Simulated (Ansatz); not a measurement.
TiC:

```xyz
2
Lattice="0.0000 2.1657 2.1657 2.1657 0.0000 2.1657 2.1657 2.1657 0.0000" Properties=species:S:1:pos:R:3 pbc="T T T"
Ti    0.0000    0.0000    0.0000
C     2.1657    2.1657    2.1657
```

The cell is a database's computed one.

Base run:

* Program: Ansatz 0.2.0
* Functional: PBEsol
* Potentials or basis: all-electron LAPW, scalar-relativistic
* Cutoff: 312 eV (chosen from the basis error)
* Basis error allowed: 0.001 eV/atom
* k mesh: 11 × 11 × 11
* Occupations: fermi-dirac, width 0.05 eV
* Spin: no spin polarisation
* Hubbard terms: Ti d U = 4 eV

Its results: band gap on the k mesh none (metal or under the smearing width); pressure -0.1 GPa.

Problem. The run is repeated on the same cell with these changes: hubbard terms from Ti d U = 4 eV to Ti d U = 6 eV. What comes out?

Solution. Band gap on the k mesh none (metal or under the smearing width); pressure 4.4 GPa.

Caveats: U is the effective U less J, on atomic orbitals that reach past the spheres; U without spin polarisation on a metal has little footing; the U is typed as a test and isn't derived for this compound.
